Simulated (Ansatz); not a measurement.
# Al (Fm-3m) in Ansatz: further runs

Runs on Al. Level: PBE. Tasks: single point.

Everything below comes from runs of Ansatz 0.2.0. Logs are shortened: lines on timing, memory, paths and dates and some standing lists are left out, and cuts for length are marked.

### Step 1. The structure

Symmetry: Fm-3m, No. 225, cubic system. The conventional cell has a = 4.050 Å, b = 4.050 Å, c = 4.050 Å, α = 90.00°, β = 90.00°, γ = 90.00°. Al (site symmetry m-3m) has 12 Al at 2.86 Å as nearest neighbours.

### Step 2. Single point, PBE

Contents of input.yaml:

```yaml
crystal:
  lattice:
    - [0.0, 2.024805, 2.024805]
    - [2.024805, 0.0, 2.024805]
    - [2.024805, 2.024805, 0.0]
  atoms:
    - { symbol: Al, position: [0.0, 0.0, 0.0] }
kpoints:
  mp_grid: { grid: [11, 11, 11] }
scf:
  occupations: { method: gaussian, width: 0.013 }
hamiltonian:
  xc: pbe
  pseudopotentials: { kind: all_electron, lapw: { basis_error: 0.001 } }
output:
  forces: true
  stress: true
  eigenvalues: true
```

Potentials or basis: all-electron LAPW, scalar-relativistic.

Launch:

```
ansatz run input.yaml --threads 1 --pin off --max-ram 3072MiB --backend cpu --events-out ev --progress --plain --runs-dir out
```

The log of the run:

```text
Warning: RAYON_NUM_THREADS=1 ignored (pool sized by the plan → 1); use --threads N
LAPW: plane waves up to 5.846 Å⁻¹, error target 1.0e-3 eV per atom; small_component_spin mean_spin; Al in spheres of 1.432 Å, 11 of its electrons in bands, Dirac shells [] (how accurate: hamiltonian.pseudopotentials.lapw.basis_error, Limitations)
Engine: ansatz 0.2.0, aarch64-unknown-linux-gnu
Pseudopotentials: kind: all_electron
Pseudopotential: Al, LAPW, valence charge 11, lapw/all_electron/scalar/gaussian/Al, Koelling and Harmon's equation, gaussian nucleus
Functional definition: PBE
  parameter kappa = 0.804
  parameter beta = 0.06672455060314922
  exchange = pbe_x(kappa = kappa, mu = beta*pi^2/3)
  correlation = pbe_c(beta = beta)
Crystal: 1 atoms, lattice volume = 16.603 Å³
Basis set: ecut = 130.19315883582428 eV, 59 PW (Γ), exchange–correlation at level 2
Bands: 10, of which v1, the nominal top of the filled ones, is band 6 counted from 1 (5 counted from 0)
Symmetry: 48 space group operations
Space group: Fm-3m (ITA 225), of the structure as read, at distance tolerance 2.6e-5 Å
k-points: 56 of 1331
Non-local potential: Al, projectors of the file, none
Initial density: superposition of atomic densities (chi_scale 0.1, normalization cell)
Initial wavefunctions: plane waves of lowest kinetic energy (no species holds an atomic orbital)
Functional: x = pbe(κ = 0.804, μ = 0.2195149727645171), c = pbe(β = 0.06672455060314922)
iter 1 solved again at ethr=9.63e-5 eV; its pass at ethr=1.00e-1 eV (dr2=1.06e-2 eV) is discarded
SCF iter   1: F=—  HF=-6607.554916 eV  |F-HF|=—  |Δ(HF+E_count)|=         —  Δρ=1.08e-2  dr2=1.07e-2  ethr=9.63e-5  ⟨swp⟩=3.2  Hψ=4297  notcnv=0
preconditioner: auto → none  [insulator: Δε(μ)=0.045 eV  Ē_g=13.200 eV  σ=0.013 eV  W_gap=0.84  n_scr=0 (ndim 8)  ℏωp=15.8 eV  f_vac=0.000  D(μ)=1.88/eV (n_scr^D=26)  ε∞_Penn≈2.4]
SCF iter   2: F=—  HF=-6607.534624 eV  |F-HF|=—  |Δ(HF+E_count)|=   2.03e-2  Δρ=5.14e-3  dr2=2.45e-3  ethr=9.63e-5  ⟨swp⟩=2.0  Hψ=1792  notcnv=0
iter 3 solved again at ethr=1.01e-7 eV; its pass at ethr=2.23e-5 eV (dr2=1.12e-5 eV) is discarded
SCF iter   3: F=—  HF=-6607.530094 eV  |F-HF|=—  |Δ(HF+E_count)|=   4.53e-3  Δρ=2.97e-4  dr2=1.12e-5  ethr=1.01e-7  ⟨swp⟩=2.0  Hψ=2887  notcnv=0
SCF iter   4: F=—  HF=-6607.530075 eV  |F-HF|=—  |Δ(HF+E_count)|=   1.88e-5  Δρ=7.66e-5  dr2=9.77e-7  ethr=1.01e-7  ⟨swp⟩=2.0  Hψ=1538  notcnv=0
SCF iter   5: F=-6607.530075 eV  HF=-6607.530075 eV  |F-HF|=1.38e-9  |Δ(HF+E_count)|=   9.85e-9  Δρ=2.16e-6  dr2=3.72e-10  ethr=8.88e-9  ⟨swp⟩=2.0  Hψ=1538  notcnv=0
SCF 1 converged in 5 iterations: F = -6607.530075 eV  dr2 = 3.72e-10
SCF converged after 5 iterations
Free energy (F): -6607.530075 eV
Harris-Foulkes:  -6607.530075 eV  (|F-HF|=1.38e-9)
Internal energy: -6607.529890 eV  (E = F + TS)
E sigma→0 (E₀):  -6607.529982 eV
Entropy (-TS):   -0.000185 eV (-0.185 meV/atom)
Fermi energy:    9.767554 eV
--- Per-component energies (eV) ---
  E_band       = -502.401077
  E_kinetic    = 6620.883103
  E_xc         = -507.136293
  E_electrostatic = -12721.276699  (all electrons and nuclei)
  E_smearing   = -0.000185  (= −TS)
  E_closure    = 0.000000  (closes the sum)
  E_atoms      = -6603.782923  (free atoms, spherical and without spin; not in F)
  Σ components = -6607.530075   (vs F -6607.530075, Δ=0.00e0)
  Basis errors (estimates in eV, not in F): energy 2.9e-4 per atom: plane waves 2.7e-4 (1.4e-4 summed), levels above the bands 0.0e0, relativity 1.0e-8, radial functions 2.8e-5, core shells 1.6e-16; eigenvalues (radial functions only) 5.7e-5; not estimated: angular momenta, meshes, grids; target (lapw.basis_error) 1.0e-3; muffin-tin radii Al 1.432 Å
--- Forces (eV/Å), atoms counted from 1 ---
  atom   1  Al     0.00000000    -0.00000000     0.00000000
  max |Σ_I F_I| component: 2.26e-32 eV/Å
--- Stress (GPa, compression-positive) ---
       -0.516819      -0.000000      -0.000000
       -0.000000      -0.516819       0.000000
       -0.000000       0.000000      -0.516819
  P = ⅓ Tr σ = -0.5168 GPa (-5.168 kbar)
--- Band table (eV; the first three rows and the last of 56) ---
  k-point 0: bands = ["-93.7047", "-55.1575", "-55.1575", "-55.1575", "-1.3475", "22.3180", "22.3180", "22.3180", "23.7742", "23.7742"]
  k-point 1: bands = ["-93.7045", "-55.1592", "-55.1578", "-55.1578", "-1.1236", "19.4045", "21.6742", "21.6742", "24.4475", "24.7548"]
  k-point 2: bands = ["-93.7040", "-55.1638", "-55.1585", "-55.1585", "-0.4543", "15.7640", "20.9430", "20.9430", "24.2158", "25.5718"]
  k-point 55: bands = ["-93.7012", "-55.1728", "-55.1716", "-55.1656", "8.3589", "8.6137", "10.0167", "11.8936", "23.6134", "26.4455"]
```

It took 1.5 s on 1 thread of Arm Neoverse V1, shared host; peak memory 0.19 GiB.

Results:

```yaml
Free_energy: -6607.5301 eV
Pressure: -0.5 GPa
Band_gap_on_the_k_mesh: none (metal or under the smearing width)
```

### Step 3. Single point, PBE

input.yaml: that of step 2 with these lines changed.

```diff
@@ -10,3 +10,3 @@
 scf:
-  occupations: { method: gaussian, width: 0.013 }
+  occupations: { method: gaussian, width: 0.022 }
 hamiltonian:
```

Potentials or basis: all-electron LAPW, scalar-relativistic.

Launch:

```
ansatz run input.yaml --threads 1 --pin off --max-ram 3072MiB --backend cpu --events-out ev --progress --plain --runs-dir out
```

It took 1.5 s on 1 thread of Arm Neoverse V1, shared host; peak memory 0.19 GiB.

The run converged. Its results:

```yaml
Free_energy: -6607.5302 eV
Pressure: -0.5 GPa
Band_gap_on_the_k_mesh: none (metal or under the smearing width)
```

Levels at points of the mesh, in eV from the Fermi level:
```tsv
k point	band 5	band 6	band 7	band 8
(0.00, 0.00, 0.00)	-11.11	12.55	12.55	12.55
```
